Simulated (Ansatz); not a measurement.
# Hf under changes of volume

One of the cells (22.380 Å³/atom); the others are scaled copies at fixed shape and fractional positions:

```
Hf
1.0
     3.19670    0.00000    0.00000
    -1.59835    2.76842    0.00000
     0.00000    0.00000    5.05780
Hf
2
Direct
  0.66667 0.33333 0.75000
  0.33333 0.66667 0.25000
```

- Program: Ansatz 0.2.0
- Functional: LDA
- Potentials or basis: all-electron LAPW, scalar-relativistic
- Cutoff: 213 eV (chosen from the basis error)
- Basis error allowed: 0.001 eV/atom
- k mesh: 10 × 10 × 5
- Occupations: fermi-dirac, width 0.05 eV
- Spin: no spin polarisation

```csv
volume (Å³/atom),energy over the lowest point (meV/atom),pressure (GPa)
21.037,0.00,-1.4
21.485,?,?
21.933,20.90,-5.8
22.380,40.18,-7.8
22.828,64.61,-9.5
23.276,93.76,-11.2
23.723,127.19,-12.6
```

Question: What does the run at 21.485 Å³/atom give?

Answer: Energy over the lowest point 7.32 meV/atom; pressure -3.7 GPa.

Worked out: A Birch-Murnaghan fit of order 3 (a polynomial in V^(-2/3)) to the other rows has its minimum at 20.78 Å³/atom, just outside them, with B0 = V·E''(V) = 120 GPa and B' = 3.4 at fixed shape and positions, which overstates the stiffness. It gives 7.33 meV/atom at 21.485 Å³/atom, against the run's 7.32, and -dE/dV = -3.8 GPa, against -3.7.

Energies are extrapolated to zero smearing.
